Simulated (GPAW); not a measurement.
Runs of GPAW 26.7.0 on Al2Cu. It takes space group I4/mmm (No. 139, tetragonal). The conventional cell has a = 4.061 Å, b = 4.061 Å, c = 5.702 Å, α = 90.00°, β = 90.00°, γ = 90.00°. Cu (site symmetry 4/mmm) is surrounded by 8 Al at 2.48 Å. Al (site symmetry -4m2) has 4 Cu at 2.48 Å and 2 Al at 2.85 Å as nearest neighbours. The cell comes from a database or a generator and needn't be the stable form of this composition.

| task | level | potentials or basis | cell | k mesh | optimizer | fmax | max steps | convergence | band path | gap on the mesh (eV) | pressure (GPa) | V0 of scaled cells (Å³/atom) | relaxed volume (Å³/atom) | B0 (GPa) |
| --- | --- | --- | --- | --- | --- | --- | --- | --- | --- | --- | --- | --- | --- | --- |
| relaxation of cell and atoms | PBEsol | PAW data sets generated in the run's folder for this functional, pw | relaxed | 8 × 8 × 8 | BFGS | 0.02 eV/Å | 60 | density=1e-05 forces=0.0001 | - | none | -0.1 | - | (c) | - |
| band structure | LDA | the program's PAW data sets (release 1.2.1) made for this functional, pw | as given | 8 × 8 × 8 | - | - | - | - | GXYSGZS1NPY1Z,XP | - | -3.0 | - | - | - |
| equation of state | LDA | the program's PAW data sets (release 1.2.1) made for this functional, pw | as given | 8 × 8 × 8 | - | - | - | - | - | - | - | 15.24 | - | (a) |
| equation of state | PBEsol | PAW data sets generated in the run's folder for this functional, pw | as given | 9 × 9 × 9 | - | - | - | - | - | - | - | 15.75 | - | 103 |
| relaxation of cell and atoms | PBEsol+D3 | PAW data sets generated in the run's folder for this functional, pw | relaxed | 8 × 8 × 8 | BFGS | 0.02 eV/Å | 60 | density=1e-05 forces=0.0001 | - | none | -0.1 | - | (b) | - |
| band structure | PBEsol | PAW data sets generated in the run's folder for this functional, pw | as given | 8 × 8 × 8 | - | - | - | - | GXYSGZS1NPY1Z,XP | - | 0.3 | - | - | - |
| relaxation of cell and atoms | PBEsol+D3(BJ) | PAW data sets generated in the run's folder for this functional, pw | relaxed | 8 × 8 × 8 | BFGS | 0.02 eV/Å | 60 | density=1e-05 forces=0.0001 | - | none | -0.1 | - | 15.21 | - |
| relaxation of cell and atoms | PBEsol+D4 | PAW data sets generated in the run's folder for this functional, pw | relaxed | 8 × 8 × 8 | BFGS | 0.02 eV/Å | 60 | density=1e-05 forces=0.0001 | - | none | -0.1 | - | 15.42 | - |
| single point | PBEsol | PAW data sets generated in the run's folder for this functional, pw | as given | 9 × 9 × 9 | - | - | - | - | - | none | 0.5 | - | - | - |
| relaxation of cell and atoms | PBEsol+D3(BJ)+ATM | PAW data sets generated in the run's folder for this functional, pw | relaxed | 8 × 8 × 8 | BFGS | 0.02 eV/Å | 60 | density=1e-05 forces=0.0001 | - | none | -0.1 | - | 15.29 | - |

Alike in all rows: no spin polarisation; cutoff (eV) 600; smearing fermi-dirac 0.05 eV.

Task: Fill in the values left out.

Result: (a) 111; (b) 15.30; (c) 15.73.

Caveats: with this Cu data set, volumes or pressures lay over 1.5 % or 2 GPa off other programs in two to four cells of ten; later steps reuse the first step's grids (some runs); pairwise dispersion overbinds metals, which lowers pressure and volume (some runs); the cell was scaled at fixed shape and fractional positions, which overstates the stiffness of a crystal with free parameters, most of all of layers and chains (some runs).

A k mesh can miss the band edges.

A gap of «none» marks a metal or a gap under the smearing width.

Not every run made on this cell is shown here.
